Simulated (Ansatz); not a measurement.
LaAlO₃ (cubic perovskite)

```
LaAlO3
1.0
    3.81241     0.00000     0.00000
    0.00000     3.81241     0.00000
    0.00000     0.00000     3.81241
La Al O
1 1 3
Cartesian
  1.90620   1.90620   1.90620
  0.00000   0.00000   0.00000
  0.00000   1.90620   0.00000
  1.90620   0.00000   0.00000
  0.00000   0.00000   1.90620
```

In each cell atom 3 (O, nearest neighbour Al at 1.906 Å; its periodic images, 3.8 Å or more away, move with it) moves by s·(0.000, 0.000, 1.000) (along Cartesian z), the rest being held.

The numbers are results of PBE (plane waves to 420 eV, PAW, scalar-relativistic; Ansatz, a quantum-chemistry and plane-wave program), not measurements. k mesh 7×7×7 (Γ-centred), Fermi-Dirac smearing 0.05 eV. E stands for the smeared free energy. LaAlO3 is run without spin polarisation. LaAlO3 was relaxed with its symmetry unable to fall. This is a high-temperature form of LaAlO3. ΔE is measured from the undisplaced structure.

```tsv
s (Å)	ΔE (meV/cell)
-0.380	409
-0.304	255
-0.228	withheld
-0.152	61
-0.076	15
0.000	0
0.076	15
0.152	61
0.228	withheld
0.304	255
0.380	409
```

Task: Fit an even polynomial form (powers 2, 4) to the given rows and predict ΔE at s = -0.228.

Result: Least squares on the 9 given rows: ΔE = (2621)·s² + (1467)·s⁴, in meV/cell with s in Å; root-mean-square residual 0.2 meV/cell. At -0.228 the fit gives 140 meV/cell; the calculation gives 140 meV/cell, the same to the digits shown. The quadratic term alone would give 136 meV/cell.

(A displaced cell: forces are minus the slopes of the energy, force constants its curvatures, and phonons follow from these.)
